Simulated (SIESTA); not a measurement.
**TaN under changes of volume**

One of the cells (10.813 Å³/atom); the others are scaled copies at fixed shape and fractional positions:

```
CELL_PARAMETERS angstrom
0.00000 2.21132 2.21132
2.21132 0.00000 2.21132
2.21132 2.21132 0.00000
ATOMIC_POSITIONS crystal
Ta 0.50000 0.50000 0.50000
N 0.00000 0.00000 0.00000
```

The cell comes from a database or a generator and needn't be the stable form of this composition.

```yaml
Program: SIESTA 5.4.2
Functional: LDA
Potentials_or_basis: PseudoDojo 0.4 standard (LDA files)
Basis: DZP (energy shift 0.003 Ry; two zetas on semicore shells)
Grid_cutoff: 800 Ry
Energy_shift: 0.003 Ry
k_mesh: 10 × 10 × 10
Occupations: fermi-dirac, width 0.05 eV
Spin: no spin polarisation
```

```csv
volume (Å³/atom),energy over the lowest point (meV/atom),pressure (GPa)
10.164,8.44,10.8
10.381,0.00,1.9
10.597,2.69,-5.7
10.813,15.13,-12.5
11.030,36.30,-18.6
11.246,65.32,-24.1
11.462,?,?
```

Task: What does the run at 11.462 Å³/atom give?

Result: Energy over the lowest point 101.03 meV/atom; pressure -28.8 GPa.

Worked out: A Birch-Murnaghan fit of order 3 (a polynomial in V^(-2/3)) to the other rows has its minimum at 10.43 Å³/atom with B0 = V·E''(V) = 382 GPa and B' = 4.5. It gives 101.19 meV/atom at 11.462 Å³/atom, against the run's 101.03, and -dE/dV = -29.0 GPa, against -28.8.

Energies are extrapolated to zero smearing.

Caveats: short orbitals over semicore shells can move pressures by several GPa; the basis of atomic orbitals isn't converged, which shifts pressures, moduli and gaps.
